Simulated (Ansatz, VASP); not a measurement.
# Pt in VASP and in Ansatz

```
CELL_PARAMETERS angstrom
-1.61526 1.61526 1.61526
1.61526 -1.61526 1.61526
1.61526 1.61526 -1.61526
ATOMIC_POSITIONS crystal
Pt 0.00000 0.00000 0.00000
```

Alike in both runs: functional BLYP; k mesh 14 × 14 × 14; occupations fermi-dirac, width 0.1 eV; no spin polarisation.

Ansatz relaxed the structure, and its values are those at the end. VASP's run is a single point on that final structure, the one shown.

```csv
,VASP,Ansatz
version,VASP 6.6.1,Ansatz 0.2.0
potentials or method,"VASP PAW PBE potentials, release 64 (Pt)","plane waves (420 eV) with PAW, scalar-relativistic"
plane-wave cutoff (eV),520,420
valence electrons in the cell,10,18
```

```tsv
	VASP	Ansatz	Ansatz less VASP
pressure (GPa)	0.9	0.0	-0.93
```

With one functional, cell and mesh, what is left measures potentials, basis and numerics. The two sets of potentials don't hold the same shells in valence.

Caveats: the PAW data sets were made with another functional, which shifts forces and pressure a little (VASP). Spin-orbit coupling is left out, which matters for the levels of Pt.
